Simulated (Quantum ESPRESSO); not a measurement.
The system is AlN.

```xyz
4
Lattice="3.1130 0.0000 0.0000 -1.5565 2.6959 0.0000 0.0000 0.0000 4.9810" Properties=species:S:1:pos:R:3 pbc="T T T"
Al    0.0000    1.7973    0.0000
Al    1.5565    0.8986    2.4905
N     0.0000    1.7973    1.8928
N     1.5565    0.8986    4.3833
```

Base run:

* Program: Quantum ESPRESSO 7.5
* Functional: PBE
* Potentials or basis: PseudoDojo 0.4.1 SR PBE standard
* Cutoff: 1143 eV
* Density cutoff: 4572 eV
* k mesh: 8 × 8 × 5, shifted
* Occupations: fermi-dirac, width 0.02 eV
* Spin: no spin polarisation

Its results: pressure 3.4 GPa; largest force 0.131 eV/Å; electronic dielectric tensor (diagonal) 4.41, 4.41, 4.60.

Q: The run is repeated on the same cell with these changes: functional from PBE to LDA; potentials or basis from PseudoDojo 0.4.1 SR PBE standard to PseudoDojo 0.4.1 SR LDA standard. What comes out?

A: Pressure -5.8 GPa; largest force 0.114 eV/Å; electronic dielectric tensor (diagonal) 4.42, 4.42, 4.60.

Caveats: the cell is more than 3 GPa from zero pressure, which shifts response properties.
